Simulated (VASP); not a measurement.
# KTaO3: phonons with LDA

The system is KTaO3.

```
K Ta O
1.0
     3.95893    0.00000    0.00000
     0.00000    3.95893    0.00000
     0.00000    0.00000    3.95893
K Ta O
1 1 3
Direct
  0.50000 0.50000 0.50000
  0.00000 0.00000 0.00000
  0.50000 0.00000 0.00000
  0.00000 0.50000 0.00000
  0.00000 0.00000 0.50000
```

- Program: VASP 6.6.1
- Task: phonons
- Functional: LDA
- Potentials or basis: VASP PAW LDA potentials, release 64 (K_sv, Ta_pv, O)
- Cutoff: 600 eV
- k mesh: 8 × 8 × 8
- Occupations: gaussian, width 0.03 eV
- Spin: no spin polarisation
- By perturbation theory: no
- Further INCAR settings: ALGO = Fast; EDIFF = 1e-08; IBRION = 6; POTIM = 0.015; NSW = 1

The highest phonon frequency at Γ, LO-TO splitting left out is 563 cm⁻¹.

Phonon frequencies in cm⁻¹ (negative: imaginary):
```tsv
q point	frequencies
(0.000, 0.000, 0.000)	-11 -11 -11 135 135 135 186 186 186 259 259 259 563 563 563
```

Run time: 7.4 min on 2 MPI ranks on Intel(R) Xeon(R) 6975P-C (Granite Rapids) (shared host), peak memory 0.43 GiB a rank.

Caveat: some modes are imaginary. The run has no spin-orbit coupling, so splittings on Ta are missing.
